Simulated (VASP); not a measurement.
NaF (Villiaumite), 2 atoms in the cell. Symmetry: Fm-3m, No. 225, cubic system. The conventional cell has a = 4.663 Å, b = 4.663 Å, c = 4.663 Å, α = 90.00°, β = 90.00°, γ = 90.00°. Na (site symmetry m-3m) is surrounded by 6 F at 2.33 Å. F (site symmetry m-3m) has 6 Na at 2.33 Å as nearest neighbours.  The cell isn't the ideal one: a relaxed cell with its volume scaled by 1.02.

| Quantity | Value |
| --- | --- |
| Program | VASP 6.6.1 |
| Task | relaxation of the atoms |
| Functional | PBE |
| Potentials or basis | VASP PAW PBE potentials, release 64 (Na_pv, F_s) |
| Cutoff | 300 eV |
| k mesh | 5 × 5 × 5 |
| Occupations | gaussian, width 0.03 eV |
| Spin | no spin polarisation |
| Further INCAR settings | ALGO = Fast; EDIFF = 1e-07; IBRION = 2; EDIFFG = -0.01; NSW = 40 |

Potentials or basis: VASP PAW PBE potentials, release 64 (Na_pv, F_s).

Command:

```bash
$ cat potpaw_PBE.64/Na_pv/POTCAR potpaw_PBE.64/F_s/POTCAR > POTCAR
$ mpirun -np 1 vasp_std > vasp.out
```

Hardware: 1 thread of Intel(R) Xeon(R) Platinum 8375C CPU @ 2.90GHz (Ice Lake) (shared host).

**Question.** Estimate the wall time of this run.

**Answer.** Wall time 2.5 s on 1 thread of Intel(R) Xeon(R) Platinum 8375C CPU @ 2.90GHz (Ice Lake) (shared host), peak memory 0.12 GiB. Counts: scf iterations 15, k points 10, ion steps 1.
